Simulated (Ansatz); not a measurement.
Density of states of a Ge₄S₃ cell (a crystal with S atoms taken out, relaxed), per eV and atom, broadened by Gaussian smearing of width 0.1 eV and averaged over bins of 0.2 eV, from 8 eV under the Fermi level at most up to where the solved bands end.

The calculation used Ansatz, DFT PBEsol, scalar-relativistic, plane waves, PAW.

Cutoff 420 eV; k points 6×6×4 on the computed 14-atom cell (Γ-centred); Gaussian smearing, width 0.10 eV; no spin polarisation.

```yaml
crystal:
  lattice:
    - [-0.09721, -3.68818, -3.70240]
    - [0.02533, -3.71537, 3.72642]
    - [-10.25375, -0.10096, -0.15204]
  atoms:
    - { symbol: Ge, position: [0.42661, 0.48465, 0.86594] }
    - { symbol: Ge, position: [0.93056, 0.99252, 0.87207] }
    - { symbol: Ge, position: [0.97362, 0.49679, 0.61904] }
    - { symbol: Ge, position: [0.43423, 0.99070, 0.60195] }
    - { symbol: Ge, position: [0.94088, 0.44357, 0.34810] }
    - { symbol: Ge, position: [0.44826, 0.99498, 0.33898] }
    - { symbol: Ge, position: [0.44414, 0.50229, 0.32530] }
    - { symbol: Ge, position: [0.19724, 0.98321, 0.11017] }
    - { symbol: S, position: [0.25659, 0.49387, 0.11922] }
    - { symbol: S, position: [0.91297, 0.99925, 0.31984] }
    - { symbol: S, position: [0.44327, 0.47505, 0.61006] }
    - { symbol: S, position: [0.96673, 0.96445, 0.63008] }
    - { symbol: S, position: [0.93920, 0.46523, 0.85919] }
    - { symbol: S, position: [0.44809, 0.97625, 0.87338] }
```

```
E − E_F (eV) total S 3p Ge 4p Ge 4s S 3s
       -7.95  0.308  0.077  0.036  0.165  0.028
       -7.75  0.231  0.059  0.026  0.120  0.025
       -7.55  0.297  0.077  0.034  0.154  0.030
       -7.35  0.237  0.063  0.032  0.117  0.024
       -7.15  0.203  0.053  0.029  0.096  0.024
       -6.95  0.118  0.036  0.022  0.047  0.014
       -6.75  0.195  0.071  0.047  0.059  0.018
       -6.55  0.182  0.076  0.057  0.040  0.009
       -6.35  0.207  0.083  0.055  0.049  0.018
       -6.15  0.241  0.101  0.077  0.048  0.014
       -5.95  0.299  0.138  0.110  0.040  0.009
       -5.75  0.343  0.160  0.127  0.043  0.010
       -5.55  0.342  0.166  0.124  0.041  0.010
       -5.35  0.397  0.205  0.146  0.036  0.008
       -5.15  0.387  0.203  0.144  0.031  0.007
       -4.95  0.462  0.248  0.168  0.033  0.009
       -4.75  0.523  0.301  0.175  0.033  0.010
       -4.55  0.556  0.328  0.182  0.032  0.009
       -4.35  0.511  0.307  0.163  0.028  0.009
       -4.15  0.592  0.359  0.184  0.032  0.011
       -3.95  0.581  0.354  0.181  0.031  0.011
       -3.75  0.600  0.366  0.185  0.032  0.011
       -3.55  0.640  0.403  0.187  0.034  0.011
       -3.35  0.665  0.428  0.181  0.038  0.012
       -3.15  0.652  0.420  0.174  0.039  0.011
       -2.95  0.551  0.357  0.145  0.033  0.010
       -2.75  0.512  0.323  0.143  0.031  0.009
       -2.55  0.562  0.347  0.157  0.041  0.010
       -2.35  0.666  0.392  0.195  0.058  0.012
       -2.15  0.622  0.353  0.189  0.061  0.011
       -1.95  0.467  0.247  0.150  0.054  0.007
       -1.75  0.415  0.203  0.142  0.055  0.007
       -1.55  0.403  0.199  0.134  0.055  0.007
       -1.35  0.437  0.217  0.138  0.065  0.008
       -1.15  0.326  0.164  0.090  0.058  0.007
       -0.95  0.343  0.164  0.094  0.069  0.007
       -0.75  0.371  0.157  0.119  0.079  0.006
       -0.55  0.315  0.119  0.114  0.068  0.006
       -0.35  0.260  0.078  0.119  0.051  0.006
       -0.15  0.263  0.073  0.127  0.049  0.007
        0.05  0.189  0.044  0.098  0.035  0.006
        0.25  0.171  0.040  0.093  0.026  0.006
        0.45  0.227  0.046  0.132  0.028  0.012
        0.65  0.409  0.079  0.245  0.047  0.020
        0.85  0.463  0.085  0.284  0.050  0.024
```

The columns after the total are the largest Löwdin projections on the valence shells of the potentials, so they needn't add up, and the weight of a shell that a potential lacks goes to other orbitals. The cell has no gap on the mesh.

The relaxation stopped before its thresholds.

Cost: 2 runs of about 10 core-minutes in all (earlier runs that led there not counted), on Intel Xeon 6975P-C (Granite Rapids) (shared hosts).